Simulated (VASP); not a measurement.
A run of VASP 6.6.1:

Contents of INCAR:

```
SYSTEM = Be
PREC     = Accurate       ! precision mode
ENCUT    = 520            ! plane-wave cutoff, eV
EDIFF    = 1E-6           ! SCF threshold, eV
ISMEAR   = 0              ! smearing method
SIGMA    = 0.1            ! smearing width, eV
LREAL    = .False.        ! projectors in reciprocal space
LASPH    = .True.         ! aspherical terms in the spheres
NELM     = 100            ! most SCF steps
ALGO     = Fast           ! electronic algorithm
ISIF     = 2              ! what is computed and relaxed
LWAVE    = .False.        ! write WAVECAR
LCHARG   = .True.         ! write CHGCAR
GGA      = PE             ! functional
LELF     = .True.         ! ELF
LVHAR    = .True.       
NBANDS   = 15             ! bands
```

Contents of KPOINTS:

```
Automatic mesh
0
Gamma
  10 6 10
  0 0 0
```

The input POSCAR:

```
Be
1.0
   -2.2573784776      0.0000000000      0.0000000000
    0.0000000000      3.9098942152      0.0000000000
    1.1286892388     -0.6516490358     -5.3699711501
Be
6
Direct
    1.0000000000      1.0000000000      1.0000000000
    0.5000000000      0.5000000000      0.0000000000
    0.6675993582      0.8891997861      0.3351987165
    0.1675993582      0.3891997861      0.3351987165
    0.8324006418      0.6108002139      0.6648012835
    0.3324006418      0.1108002139      0.6648012835
```

Potentials or basis: VASP PAW PBE potentials, release 64 (Be).

Run with:

```bash
$ cat potpaw_PBE.64/Be/POTCAR > POTCAR
$ mpirun -np 1 vasp_std > vasp.out
```

Hardware: 1 thread of Intel(R) Xeon(R) Platinum 8488C (Sapphire Rapids) (shared host).

**Question.** Estimate the wall time of this run.

**Answer.** Wall time 72 s on 1 thread of Intel(R) Xeon(R) Platinum 8488C (Sapphire Rapids), on a shared host, peak memory 0.2 GiB. Counts: scf iterations 11, k points 172.
